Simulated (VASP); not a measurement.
A run of VASP 6.6.1:

File INCAR:

```
SYSTEM = W
PREC = Accurate
ENCUT = 520
EDIFF = 1E-7
ISMEAR = 1
SIGMA = 0.2
LREAL = .False.
LASPH = .True.
NELM = 100
ALGO = Normal
ISIF = 3
LWAVE = .False.
LCHARG = .False.
GGA = PE
IBRION = 2
NSW = 80
EDIFFG = -0.002
```

The input KPOINTS:

```
Automatic mesh
0
Gamma
  18 18 18
  0 0 0
```

The input POSCAR:

```
W
1.0
   -1.5823450000      1.5823450000      1.5823450000
    1.5823450000     -1.5823450000      1.5823450000
    1.5823450000      1.5823450000     -1.5823450000
W
1
Direct
    0.0000000000      0.0000000000      0.0000000000
```

Potentials or basis: VASP PAW PBE potentials, release 64 (W_sv).

Run with:

```console
$ cat potpaw_PBE.64/W_sv/POTCAR > POTCAR
$ mpirun -np 1 vasp_std > vasp.out
```

Hardware: 1 thread of AMD EPYC 9R45 96-Core Processor (Zen 5) (shared host).

Q: How long does it take, and how much memory?

A: Wall time 38 s on 1 thread of AMD EPYC 9R45 96-Core Processor (Zen 5) (shared host), peak memory 0.13 GiB. Counts: scf iterations 37, k points 195, ion steps 4.
